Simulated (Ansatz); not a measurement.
Crystal: Bi.

```
Bi
1.0
    -1.98143    1.98143    1.98143
     1.98143   -1.98143    1.98143
     1.98143    1.98143   -1.98143
Bi
1
Direct
  0.00000 0.00000 0.00000
```

This isn't the form of Bi at room conditions, which is rhombohedral.

Base run:

- Program: Ansatz 0.2.0
- Functional: m-r2SCAN
- Potentials or basis: Ansatz PAW
- Cutoff: 500 eV (not typed: the program's choice for these potentials)
- k mesh: 9 × 9 × 9
- Occupations: fermi-dirac, width 0.05 eV
- Spin: no spin polarisation

Its results: band gap on the k mesh none (metal or under the smearing width); pressure 0.1 GPa.

**Question.** After a change of settings the same cell gave: band gap on the k mesh none (metal or under the smearing width); pressure 0.6 GPa. Which change was it?
A. functional from m-r2SCAN to PBE; cutoff from 500 eV (not typed: the program's choice for these potentials) to 420 eV (not typed: the program's choice for these potentials); k mesh from 9 × 9 × 9 to 7 × 7 × 7
B. functional from m-r2SCAN to revPBE; cutoff from 500 eV (not typed: the program's choice for these potentials) to 420 eV (not typed: the program's choice for these potentials)
C. functional from m-r2SCAN to PBE; cutoff from 500 eV (not typed: the program's choice for these potentials) to 250 eV
D. functional from m-r2SCAN to LDA; cutoff from 500 eV (not typed: the program's choice for these potentials) to 420 eV (not typed: the program's choice for these potentials)

**Answer.** C.

Caveats: spin-orbit coupling is left out, which moves the levels of the heavy elements; the PAW data sets come from PBE, with cores solved anew for the run's functional, which leaves a small shift of forces and pressure (some runs); the pressure holds a Pulay correction of +40.0 GPa for the finite cutoff (some runs); the cutoff lies under the one recommended for these potentials (some runs).
